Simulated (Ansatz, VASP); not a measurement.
# One calculation of Ga, two programs

```
CELL_PARAMETERS angstrom
-2.99370 2.99370 2.99370
2.99370 -2.99370 2.99370
2.99370 2.99370 -2.99370
ATOMIC_POSITIONS crystal
Ga 0.25000 0.62500 0.37500
Ga 0.37500 0.25000 0.62500
Ga 0.75000 0.87500 0.12500
Ga 0.12500 0.75000 0.87500
Ga 0.62500 0.37500 0.25000
Ga 0.87500 0.12500 0.75000
```

This isn't the form of Ga at room conditions, which is orthorhombic.

Alike in both runs: task single point; functional r2SCAN; k mesh 8 × 8 × 8; occupations gaussian, width 0.1 eV; no spin polarisation.

|  | VASP | Ansatz |
| --- | --- | --- |
| version | VASP 6.6.1 | Ansatz 0.2.0 |
| potentials or method | VASP PAW PBE potentials, release 64 (Ga_d) | scalar-relativistic, plane waves, PAW |
| plane-wave cutoff (eV) | 520 | 500 |
| valence electrons in the cell | 78 | 78 |

```tsv
	VASP	Ansatz	Ansatz less VASP
gap on the k mesh at the Fermi level (eV)	none	none	-
pressure (GPa)	0.1	0.0	-0.12
```

A gap of «none» marks a metal or a gap that the smearing closes.

Caveats: the PAW data sets were made with another functional, which shifts forces and pressure a little (VASP).
